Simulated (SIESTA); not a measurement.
The system is Fe.

```
Fe
1.0
    -1.44300    1.44300    1.44300
     1.44300   -1.44300    1.44300
     1.44300    1.44300   -1.44300
Fe
1
Direct
  0.00000 0.00000 0.00000
```

Base run:

```yaml
Program: SIESTA 5.4.2
Functional: PBE
Potentials_or_basis: PseudoDojo 0.4 standard (PBE files)
Basis: DZ (energy shift 0.003 Ry; two zetas on semicore shells)
Grid_cutoff: 800 Ry
Energy_shift: 0.003 Ry
k_mesh: 9 × 9 × 9
Occupations: fermi-dirac, width 0.05 eV
Spin: collinear spin, ferromagnetic start
Starting_moments: "[3.0] μB"
```

Its results: band gap on the k mesh none (metal or under the smearing width); pressure -18.4 GPa; net moment 2.46 μB per cell; site moments Fe +2.46 μB.

Task: The run is repeated on the same cell with these changes: basis from DZ (energy shift 0.003 Ry; two zetas on semicore shells) to TZP (energy shift 0.003 Ry; two zetas on semicore shells). What comes out?

Result: Band gap on the k mesh none (metal or under the smearing width); pressure -5.3 GPa; net moment 2.51 μB per cell; site moments Fe +2.51 μB.

Caveats: short orbitals over semicore shells can move pressures by several GPa; the basis of atomic orbitals isn't converged, which shifts pressures, moduli and gaps; the basis has no polarisation orbitals (some runs).
